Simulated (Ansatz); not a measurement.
# Structure relaxation of Te

Level of theory: DFT r2SCAN, scalar-relativistic, plane waves, PAW (Ansatz). Cutoff 500 eV, Γ-centred k mesh, Gaussian smearing, no spin polarisation in the final step.

The start puts Te on the bcc structure type (Im-3m, No. 229), at a guessed volume.

```
CELL_PARAMETERS angstrom
-2.09340 2.09340 2.09340
2.09340 -2.09340 2.09340
2.09340 2.09340 -2.09340
ATOMIC_POSITIONS crystal
Te 0.00000 0.00000 0.00000
```

Cell and atoms relax at zero pressure; the relaxation can't lower the symmetry of the start. After a coarse first stage the cell is made exact in the group found at 0.06 Å.

Energies count from the standard state of Te at the same level.

Problem. Which crystal results?

Solution. It keeps Im-3m (No. 229). The result has the bcc structure. Conventional cell: a = 3.851 Å. Te has 8 Te at 3.34 Å and 6 Te at 3.85 Å.

```cif
data_structure
_symmetry_space_group_name_H-M 'Im-3m'
_symmetry_Int_Tables_number 229
_cell_length_a 3.8514
_cell_length_b 3.8514
_cell_length_c 3.8514
_cell_angle_alpha 90.000
_cell_angle_beta 90.000
_cell_angle_gamma 90.000
_cell_volume 57.13
loop_
_atom_site_label
_atom_site_type_symbol
_atom_site_symmetry_multiplicity
_atom_site_Wyckoff_symbol
_atom_site_fract_x
_atom_site_fract_y
_atom_site_fract_z
_atom_site_occupancy
Te1 Te 2 a 0.00000 0.00000 0.00000 1
```

Problem. What are its volume, energy, density and gap?

Solution. The volume per atom is 28.56 Å³, the density is 7.42 g/cm³ and the energy over the standard structure is 0.40 eV/atom. The gap on the 20×20×20 mesh is 0 eV (a metal).

The final run used a 20×20×20 mesh on its 1-atom cell and 0.10 eV smearing. The k mesh leaves about 4 meV/atom of noise in metals. Spin–orbit coupling is left out. A structure relaxed within its symmetry needn't be a true minimum. The steps took about 25 core-seconds in all.